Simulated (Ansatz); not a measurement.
The system is Mg.

```
Mg
1.0
     3.20930    0.00000    0.00000
    -1.60465    2.77934    0.00000
     0.00000    0.00000    5.21030
Mg
2
Direct
  0.66667 0.33333 0.75000
  0.33333 0.66667 0.25000
```

Base run:

- Program: Ansatz 0.2.0
- Functional: PBE
- Potentials or basis: all-electron LAPW, scalar-relativistic
- Cutoff: 104 eV (chosen from the basis error)
- Basis error allowed: 0.001 eV/atom
- k mesh: 10 × 10 × 5
- Occupations: gaussian, width 0.026 eV
- Spin: no spin polarisation

Its results: band gap on the k mesh none (metal or under the smearing width); pressure -0.5 GPa.

Task: The run is repeated on the same cell with these changes: functional from PBE to PBEsol; occupations from gaussian, width 0.026 eV to gaussian, width 0.1 eV. What comes out?

Result: Band gap on the k mesh none (metal or under the smearing width); pressure -1.1 GPa.
